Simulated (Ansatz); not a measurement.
## CuO under changes of volume

One of the cells (10.163 Å³/atom); the others are scaled copies at fixed shape and fractional positions:

```
CELL_PARAMETERS angstrom
2.34465 -1.71340 0.00000
2.34465 1.71340 0.00000
-0.86055 0.00000 5.05944
ATOMIC_POSITIONS crystal
Cu 0.00320 0.49680 0.00000
Cu 0.49680 0.00320 0.50000
O 0.57140 0.40560 0.25370
O 0.40560 0.57140 0.75370
```

* Program: Ansatz 0.2.0
* Functional: BLYP
* Potentials or basis: Ansatz PAW
* Cutoff: 420 eV (not typed: the program's choice for these potentials)
* k mesh: 10 × 10 × 5
* Occupations: fermi-dirac, width 0.05 eV
* Spin: no spin polarisation

```tsv
volume (Å³/atom)	energy over the lowest point (meV/atom)	pressure (GPa)	largest force (eV/Å)
9.553	99.14	26.6	0.979
9.756	68.82	21.3	0.908
9.959	44.85	16.6	0.841
10.163	26.50	12.4	0.779
10.366	?	?	?
10.569	4.59	5.2	0.710
10.772	0.00	2.1	0.703
```

Question: What does the run at 10.366 Å³/atom give?

Answer: Energy over the lowest point 13.26 meV/atom; pressure 8.6 GPa; largest force 0.723 eV/Å.

Worked out: A Birch-Murnaghan fit of order 3 (a polynomial in V^(-2/3)) to the other rows has its minimum at 10.93 Å³/atom, just outside them, with B0 = V·E''(V) = 142 GPa and B' = 4.9 at fixed shape and positions, which overstates the stiffness. It gives 13.28 meV/atom at 10.366 Å³/atom, against the run's 13.26, and -dE/dV = 8.6 GPa, against 8.6.

Energies are extrapolated to zero smearing.

Caveats: the run has no spin polarisation, though such a crystal can be magnetic; the PAW data sets come from PBE, with cores solved anew for the run's functional, which leaves a small shift of forces and pressure.
